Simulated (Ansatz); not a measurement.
# Si: a line through a two-coordinate scan

How does the energy of Si (P6_3/mmc, No. 194; 4 atoms in the cell) vary with strain +e along x and -e along y, at engineering shear strain xy = 0.0 %?

Program: Ansatz 0.2.0. Level of theory: DFT LDA, scalar-relativistic, plane waves, PAW. These are calculated values, not measurements.

## (1) The starting structure

It takes space group P6_3/mmc (No. 194, hexagonal). Conventional cell: a = 3.802 Å, b = 3.802 Å, c = 6.289 Å, α = 90.00°, β = 90.00°, γ = 120.00°. Around Si (site symmetry 3m) lie 4 Si at 2.33 to 2.35 Å.

Structure file:

```xyz
4
Lattice="3.8017 0.0000 0.0000 -1.9008 3.2924 0.0000 0.0000 0.0000 6.2887" Properties=species:S:1:pos:R:3 pbc="T T T"
Si    0.0000    2.1949    0.3964
Si    1.9008    1.0975    3.5408
Si    0.0000    2.1949    2.7479
Si    1.9008    1.0975    5.8923
```

It goes back to an entry of the Materials Project, which need not be the stable form.

This cell was relaxed beforehand with the same method: volume 19.68 Å³/atom, gap on the mesh 0.27 eV.

## (2) What is varied

The energy is mapped over two homogeneous strains (x along [1 0 0], y along [1 2 0], z along [0 0 1] of the conventional cell).

First coordinate, engineering shear strain xy: 7 values from −8.0 %. Second coordinate, strain +e along x and -e along y: 7 values from −7.00 %.

Nothing else is relaxed (fractional coordinates fixed). Energies count from the relaxed crystal. Points are written as (first, second).

## (3) Grid point (0.0 %, −7.00 %)

input.yaml reads:

```yaml
crystal:
  lattice:
    - [3.5355671602, 0.0, 0.0]
    - [-1.7677835801, 3.5228208021, 0.0]
    - [0.0, 0.0, 6.2886938331]
  atoms:
    - { symbol: Si, position: [0.3333333333, 0.6666666667, 0.063036046] }
    - { symbol: Si, position: [0.6666666667, 0.3333333333, 0.563036046] }
    - { symbol: Si, position: [0.3333333333, 0.6666666667, 0.436963954] }
    - { symbol: Si, position: [0.6666666667, 0.3333333333, 0.936963954] }
basis:
  ecutwfc: 420
kpoints:
  mp_grid: { grid: [12, 12, 6] }
hamiltonian:
  xc: lda
  pseudopotentials: { kind: paw, azcp: { folder: soft_1 } }
scf:
  occupations: { method: gaussian, width: 0.03 }
output:
  forces: true
  stress: true
  eigenvalues: true
```

The run is started by

```
> ansatz run input.yaml --threads 2 --pin off --max-ram 4096MiB --backend cpu --events-out ev --progress --plain --runs-dir out
```

What it wrote (excerpt; [...] marks lines left out):

```text
Warning: <dir> the record states the generating functional pbe (its physics header spells it `PBE`), which answers neither for hamiltonian.xc's functional nor for the lda family's — results may be inconsistent (PPs are generated against a specific XC)
Warning: RAYON_NUM_THREADS=2 ignored (pool sized by the plan → 2); use --threads N
[...]
Pseudopotentials: kind: paw
Pseudopotential: Si, paw, valence charge 4, recommended cutoff 420 eV (normal), <dir>
Functional definition: SPW92
[...]
Crystal: 4 atoms, lattice volume = 78.327 Å³
Basis set: ecut = 420 eV, 1535 PW (Γ)
Bands: 12, of which v1, the nominal top of the filled ones, is band 8 counted from 1 (7 counted from 0)
Symmetry: 8 space group operations
Space group: Cmcm (ITA 63), of the structure as read, at distance tolerance 4.3e-5 Å
k-points: 172 of 864
[...]
SCF iter   1: F=—  HF=-2434.762707 eV  |F-HF|=—  |Δ(HF+E_count)|=         —  Δρ=4.85e-2  dr2=1.86e0  ethr=3.10e-3  ⟨swp⟩=7.8  Hψ=17170  notcnv=0
[...]
SCF iter   6: F=-2434.143863 eV  HF=-2434.143863 eV  |F-HF|=1.09e-9  |Δ(HF+E_count)|=   3.30e-7  Δρ=3.19e-6  dr2=5.13e-9  ethr=6.25e-10  ⟨swp⟩=6.9  Hψ=11388  notcnv=0
[...]
SCF converged after 6 iterations
Free energy (F): -2434.143863 eV
[...]
E sigma→0 (E₀):  -2434.143822 eV
Entropy (-TS):   -0.000083 eV (-0.021 meV/atom)
Fermi energy:    6.572161 eV
[...]
--- Forces (eV/Å), atoms counted from 1 ---
  atom   1  Si     0.00000000     0.98136643     0.15663382
  atom   2  Si    -0.00000000    -0.98136643     0.15663382
  atom   3  Si     0.00000000     0.98136643    -0.15663382
  atom   4  Si     0.00000000    -0.98136643    -0.15663382
[...]
--- Stress (GPa, compression-positive) ---
       13.980461       0.000000       0.000000
        0.000000      -9.600875       0.000000
        0.000000       0.000000      -0.091173
  P = ⅓ Tr σ = 1.4295 GPa (14.295 kbar)
--- Band table (eV; the first three rows and the last of 172) ---
  k-point 0: bands = ["-5.8912", "-3.5646", "-0.8781", "4.5279", "5.4899", "6.1497", "6.2029", "6.5739", "6.9694", "8.6577", "8.8525", "8.8586"]
[...]
```

Run time: 8.1 s. Hardware: 2 threads of Arm Neoverse N1, shared host; peak memory 0.39 GiB.

On the map this point reads 105 meV/atom.

## (4) Point (0.0 %, −4.67 %)

Changes to input.yaml since step 3:

```diff
@@ -2,4 +2,4 @@
   lattice:
-    - [3.5355671602, 0.0, 0.0]
-    - [-1.7677835801, 3.5228208021, 0.0]
+    - [3.6241464235, 0.0, 0.0]
+    - [-1.8120732118, 3.4461089098, 0.0]
     - [0.0, 0.0, 6.2886938331]
```

The run is started by

```
> ansatz run input.yaml --threads 2 --pin off --max-ram 4096MiB --backend cpu --events-out ev --progress --plain --runs-dir out
```

What it wrote (excerpt; [...] marks lines left out):

```text
[...]
SCF converged after 6 iterations
Free energy (F): -2434.373516 eV
[...]
E sigma→0 (E₀):  -2434.373433 eV
Entropy (-TS):   -0.000167 eV (-0.042 meV/atom)
Fermi energy:    6.585331 eV
[...]
--- Forces (eV/Å), atoms counted from 1 ---
  atom   1  Si    -0.00000000     0.68604245     0.07327376
  atom   2  Si     0.00000000    -0.68604245     0.07327376
  atom   3  Si    -0.00000000     0.68604245    -0.07327376
  atom   4  Si     0.00000000    -0.68604245    -0.07327376
[...]
--- Stress (GPa, compression-positive) ---
        9.066362       0.000000       0.000000
        0.000000      -7.069221       0.000000
        0.000000       0.000000       0.001474
  P = ⅓ Tr σ = 0.6662 GPa (6.662 kbar)
--- Band table (eV; the first three rows and the last of 172) ---
  k-point 0: bands = ["-5.8832", "-3.5497", "-0.8743", "4.6806", "5.2564", "6.1369", "6.3014", "6.7576", "6.9748", "8.5624", "8.7695", "9.0052"]
[...]
```

It took 8.5 s on 2 threads of Arm Neoverse N1, shared host; peak memory 0.39 GiB.

That is 47 meV/atom from the zero.

## (5) Grid point (0.0 %, −2.33 %)

Changes to input.yaml since step 4:

```diff
@@ -2,4 +2,4 @@
   lattice:
-    - [3.6241464235, 0.0, 0.0]
-    - [-1.8120732118, 3.4461089098, 0.0]
+    - [3.7131058552, 0.0, 0.0]
+    - [-1.8565529276, 3.369067782, 0.0]
     - [0.0, 0.0, 6.2886938331]
```

The run is started by

```
> ansatz run input.yaml --threads 2 --pin off --max-ram 4096MiB --backend cpu --events-out ev --progress --plain --runs-dir out
```

What it wrote (excerpt; [...] marks lines left out):

```text
Warning: <dir> the record states the generating functional pbe (its physics header spells it `PBE`), which answers neither for hamiltonian.xc's functional nor for the lda family's — results may be inconsistent (PPs are generated against a specific XC)
Warning: RAYON_NUM_THREADS=2 ignored (pool sized by the plan → 2); use --threads N
[...]
Pseudopotentials: kind: paw
Pseudopotential: Si, paw, valence charge 4, recommended cutoff 420 eV (normal), <dir>
Functional definition: SPW92
[...]
Crystal: 4 atoms, lattice volume = 78.670 Å³
Basis set: ecut = 420 eV, 1545 PW (Γ)
Bands: 12, of which v1, the nominal top of the filled ones, is band 8 counted from 1 (7 counted from 0)
Symmetry: 8 space group operations
Space group: Cmcm (ITA 63), of the structure as read, at distance tolerance 4.3e-5 Å
k-points: 172 of 864
[...]
SCF iter   1: F=—  HF=-2435.065317 eV  |F-HF|=—  |Δ(HF+E_count)|=         —  Δρ=4.73e-2  dr2=1.69e0  ethr=3.10e-3  ⟨swp⟩=7.6  Hψ=16955  notcnv=0
[...]
SCF iter   6: F=-2434.514737 eV  HF=-2434.514737 eV  |F-HF|=2.18e-9  |Δ(HF+E_count)|=   3.00e-7  Δρ=5.28e-6  dr2=1.44e-8  ethr=6.25e-10  ⟨swp⟩=7.0  Hψ=11395  notcnv=0
[...]
SCF converged after 6 iterations
Free energy (F): -2434.514737 eV
[...]
E sigma→0 (E₀):  -2434.514712 eV
Entropy (-TS):   -0.000050 eV (-0.012 meV/atom)
Fermi energy:    6.598522 eV
[...]
--- Forces (eV/Å), atoms counted from 1 ---
  atom   1  Si    -0.00000000     0.35916105     0.01867536
  atom   2  Si    -0.00000000    -0.35916105     0.01867536
  atom   3  Si     0.00000000     0.35916105    -0.01867536
  atom   4  Si     0.00000000    -0.35916105    -0.01867536
[...]
--- Stress (GPa, compression-positive) ---
        4.386428       0.000000       0.000000
        0.000000      -3.856811       0.000000
        0.000000       0.000000       0.041763
  P = ⅓ Tr σ = 0.1905 GPa (1.905 kbar)
--- Band table (eV; the first three rows and the last of 172) ---
  k-point 0: bands = ["-5.8788", "-3.5410", "-0.8728", "4.8210", "5.0742", "6.1250", "6.3967", "6.5973", "7.3281", "8.3713", "8.7039", "8.7833"]
[...]
```

It took 8.4 s on 2 threads of Arm Neoverse N1, shared host; peak memory 0.39 GiB.

On the map this point reads 12 meV/atom.

## (6) Grid point (0.0 %, 2.33 %)

Changes to input.yaml since step 5:

```diff
@@ -2,4 +2,4 @@
   lattice:
-    - [3.7131058552, 0.0, 0.0]
-    - [-1.8565529276, 3.369067782, 0.0]
+    - [3.8902643818, 0.0, 0.0]
+    - [-1.9451321909, 3.2156439976, 0.0]
     - [0.0, 0.0, 6.2886938331]
```

The run is started by

```
> ansatz run input.yaml --threads 2 --pin off --max-ram 4096MiB --backend cpu --events-out ev --progress --plain --runs-dir out
```

What it wrote (excerpt; [...] marks lines left out):

```text
Warning: <dir> the record states the generating functional pbe (its physics header spells it `PBE`), which answers neither for hamiltonian.xc's functional nor for the lda family's — results may be inconsistent (PPs are generated against a specific XC)
Warning: RAYON_NUM_THREADS=2 ignored (pool sized by the plan → 2); use --threads N
[...]
Pseudopotentials: kind: paw
Pseudopotential: Si, paw, valence charge 4, recommended cutoff 420 eV (normal), <dir>
Functional definition: SPW92
[...]
Crystal: 4 atoms, lattice volume = 78.670 Å³
Basis set: ecut = 420 eV, 1557 PW (Γ)
Bands: 12, of which v1, the nominal top of the filled ones, is band 8 counted from 1 (7 counted from 0)
Symmetry: 8 space group operations
Space group: Cmcm (ITA 63), of the structure as read, at distance tolerance 4.3e-5 Å
k-points: 172 of 864
[...]
SCF iter   1: F=—  HF=-2435.064439 eV  |F-HF|=—  |Δ(HF+E_count)|=         —  Δρ=4.73e-2  dr2=1.69e0  ethr=3.10e-3  ⟨swp⟩=7.6  Hψ=16931  notcnv=0
[...]
SCF iter   6: F=-2434.514157 eV  HF=-2434.514157 eV  |F-HF|=1.60e-9  |Δ(HF+E_count)|=   2.62e-7  Δρ=4.70e-6  dr2=1.13e-8  ethr=6.25e-10  ⟨swp⟩=6.8  Hψ=11102  notcnv=0
[...]
SCF converged after 6 iterations
Free energy (F): -2434.514157 eV
[...]
E sigma→0 (E₀):  -2434.514154 eV
Entropy (-TS):   -0.000005 eV (-0.001 meV/atom)
Fermi energy:    6.504562 eV
[...]
--- Forces (eV/Å), atoms counted from 1 ---
  atom   1  Si    -0.00000000    -0.42544593     0.02170283
  atom   2  Si    -0.00000000     0.42544593     0.02170283
  atom   3  Si     0.00000000    -0.42544593    -0.02170283
  atom   4  Si     0.00000000     0.42544593    -0.02170283
[...]
--- Stress (GPa, compression-positive) ---
       -3.932697       0.000000       0.000000
        0.000000       4.473150       0.000000
        0.000000       0.000000       0.034819
  P = ⅓ Tr σ = 0.1918 GPa (1.918 kbar)
--- Band table (eV; the first three rows and the last of 172) ---
  k-point 0: bands = ["-5.8790", "-3.5414", "-0.8727", "4.8572", "5.0341", "6.1268", "6.4242", "6.5675", "7.3827", "8.2119", "8.7835", "8.8058"]
[...]
```

Run time: 8.3 s. Hardware: 2 threads of Arm Neoverse N1, shared host; peak memory 0.39 GiB.

That is 12 meV/atom from the zero.

## (7) Grid point (0.0 %, 4.67 %)

Changes to input.yaml since step 6:

```diff
@@ -2,4 +2,4 @@
   lattice:
-    - [3.8902643818, 0.0, 0.0]
-    - [-1.9451321909, 3.2156439976, 0.0]
+    - [3.9792238135, 0.0, 0.0]
+    - [-1.9896119068, 3.1386028697, 0.0]
     - [0.0, 0.0, 6.2886938331]
```

The run is started by

```
> ansatz run input.yaml --threads 2 --pin off --max-ram 4096MiB --backend cpu --events-out ev --progress --plain --runs-dir out
```

What it wrote (excerpt; [...] marks lines left out):

```text
Warning: <dir> the record states the generating functional pbe (its physics header spells it `PBE`), which answers neither for hamiltonian.xc's functional nor for the lda family's — results may be inconsistent (PPs are generated against a specific XC)
Warning: RAYON_NUM_THREADS=2 ignored (pool sized by the plan → 2); use --threads N
[...]
Pseudopotentials: kind: paw
Pseudopotential: Si, paw, valence charge 4, recommended cutoff 420 eV (normal), <dir>
Functional definition: SPW92
[...]
Crystal: 4 atoms, lattice volume = 78.541 Å³
Basis set: ecut = 420 eV, 1549 PW (Γ)
Bands: 12, of which v1, the nominal top of the filled ones, is band 8 counted from 1 (7 counted from 0)
Symmetry: 8 space group operations
Space group: Cmcm (ITA 63), of the structure as read, at distance tolerance 4.3e-5 Å
k-points: 172 of 864
[...]
SCF iter   1: F=—  HF=-2434.943354 eV  |F-HF|=—  |Δ(HF+E_count)|=         —  Δρ=4.78e-2  dr2=1.75e0  ethr=3.10e-3  ⟨swp⟩=7.7  Hψ=17101  notcnv=0
[...]
SCF iter   6: F=-2434.368640 eV  HF=-2434.368640 eV  |F-HF|=5.06e-9  |Δ(HF+E_count)|=   2.66e-7  Δρ=4.44e-6  dr2=1.29e-8  ethr=6.25e-10  ⟨swp⟩=6.9  Hψ=11153  notcnv=0
[...]
SCF converged after 6 iterations
Free energy (F): -2434.368640 eV
[...]
E sigma→0 (E₀):  -2434.368590 eV
Entropy (-TS):   -0.000101 eV (-0.025 meV/atom)
Fermi energy:    6.404961 eV
[...]
--- Forces (eV/Å), atoms counted from 1 ---
  atom   1  Si     0.00000000    -0.95133722     0.09611278
  atom   2  Si    -0.00000000     0.95133722     0.09611278
  atom   3  Si     0.00000000    -0.95133722    -0.09611278
  atom   4  Si    -0.00000000     0.95133722    -0.09611278
[...]
--- Stress (GPa, compression-positive) ---
       -7.356606      -0.000000       0.000000
       -0.000000       9.438534      -0.000000
        0.000000      -0.000000      -0.004096
  P = ⅓ Tr σ = 0.6926 GPa (6.926 kbar)
--- Band table (eV; the first three rows and the last of 172) ---
  k-point 0: bands = ["-5.8846", "-3.5517", "-0.8734", "4.8187", "5.0889", "6.1512", "6.4079", "6.6346", "7.2145", "8.0116", "8.7744", "9.2947"]
[...]
```

Wall time 8.5 s (2 threads of Arm Neoverse N1, shared host); peak memory 0.39 GiB.

Energy on the map's scale: 48 meV/atom.

## (8) The run at (0.0 %, 7.00 %)

Changes to input.yaml since step 7:

```diff
@@ -2,4 +2,4 @@
   lattice:
-    - [3.9792238135, 0.0, 0.0]
-    - [-1.9896119068, 3.1386028697, 0.0]
+    - [4.0678030768, 0.0, 0.0]
+    - [-2.0339015384, 3.0618909775, 0.0]
     - [0.0, 0.0, 6.2886938331]
```

The run is started by

```
> ansatz run input.yaml --threads 2 --pin off --max-ram 4096MiB --backend cpu --events-out ev --progress --plain --runs-dir out
```

What it wrote (excerpt; [...] marks lines left out):

```text
[...]
SCF converged after 6 iterations
Free energy (F): -2434.123732 eV
[...]
E sigma→0 (E₀):  -2434.123644 eV
Entropy (-TS):   -0.000177 eV (-0.044 meV/atom)
Fermi energy:    6.336540 eV
[...]
--- Forces (eV/Å), atoms counted from 1 ---
  atom   1  Si     0.00000000    -1.55655382     0.22196672
  atom   2  Si     0.00000000     1.55655382     0.22196672
  atom   3  Si     0.00000000    -1.55655382    -0.22196672
  atom   4  Si     0.00000000     1.55655382    -0.22196672
[...]
--- Stress (GPa, compression-positive) ---
      -10.429716       0.000000       0.000000
        0.000000      15.133576       0.000000
        0.000000       0.000000       0.182926
  P = ⅓ Tr σ = 1.6289 GPa (16.289 kbar)
--- Band table (eV; the first three rows and the last of 172) ---
  k-point 0: bands = ["-5.8906", "-3.5650", "-0.8713", "4.8261", "5.1119", "6.1972", "6.4379", "6.6939", "7.0462", "7.8435", "8.7621", "9.4402"]
[...]
```

It took 8.2 s on 2 threads of Arm Neoverse N1, shared host; peak memory 0.39 GiB.

On the map this point reads 110 meV/atom.

## (9) What came out

```
strain +e along x and -e along y (%)  step  energy (meV/atom)  slope (meV/atom per %)  pressure (GPa)  band gap on the k-mesh (eV)  largest force on an atom (eV/Å)
                               −7.00     3                105                     −29            1.43                         0.00                             0.99
                               −4.67     4                 47                     −20            0.67                         0.00                             0.69
                               −2.33     5                 12                     −10            0.19                         0.02                             0.36
                                0.00     –                  0                       0            0.02                         0.27                             0.00
                                2.33     6                 12                      10            0.19                         0.00                             0.43
                                4.67     7                 48                      21            0.69                         0.00                             0.96
                                7.00     8                110                      32            1.63                         0.00                             1.57
```

Energies count from the relaxed crystal. Rows without a step come from runs not printed here or follow by symmetry. Slopes come from the forces (and the stress, where the cell changes), not from differences of energies.

What this shows: The lowest point computed on the line is at 0.00 %, 0 meV/atom from the zero. Energies and slopes round the minimum, fitted together, put the minimum at 0.000 %, with a curvature of about 4.4 meV/atom per %². Divided by the reference volume, that is a stiffness of about 360 GPa for this pattern of strain, with the ions clamped. The highest point computed, at 7.00 %, lies 110 meV/atom above the lowest. The gap on the mesh reads zero on part of the line; semilocal functionals close small gaps early. This is one cut through a surface in two coordinates; it holds the lowest point sampled, which need not be a minimum. The gap on the mesh closes on part of the grid.
